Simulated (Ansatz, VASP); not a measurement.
Two plane-wave programs on Os

```
CELL_PARAMETERS angstrom
0.00000 2.73854 2.73854
2.73854 0.00000 2.73854
2.73854 2.73854 0.00000
ATOMIC_POSITIONS crystal
Os 0.12500 0.12500 0.12500
Os 0.87500 0.87500 0.87500
```

Alike in both runs: task single point; functional BLYP; k mesh 11 × 11 × 11; occupations fermi-dirac, width 0.1 eV; no spin polarisation.

|  | VASP | Ansatz |
| --- | --- | --- |
| version | VASP 6.6.1 | Ansatz 0.2.0 |
| potentials or method | VASP PAW PBE potentials, release 64 (Os) | plane waves (420 eV) with PAW, scalar-relativistic |
| plane-wave cutoff (eV) | 520 | 420 |
| valence electrons in the cell | 16 | 32 |

Ansatz gave:

* pressure (GPa): 18.5

What did VASP give for the same quantities?

Pressure (GPa): 18.9.

The two sets of potentials don't hold the same shells in valence.

Caveats: so large a pressure means that the cell lies far from this level's equilibrium, or that cutoff or potentials fall short (VASP); the potentials were made for another functional, which shifts forces and pressure (VASP). The runs have no spin-orbit coupling, so splittings on Os are missing.
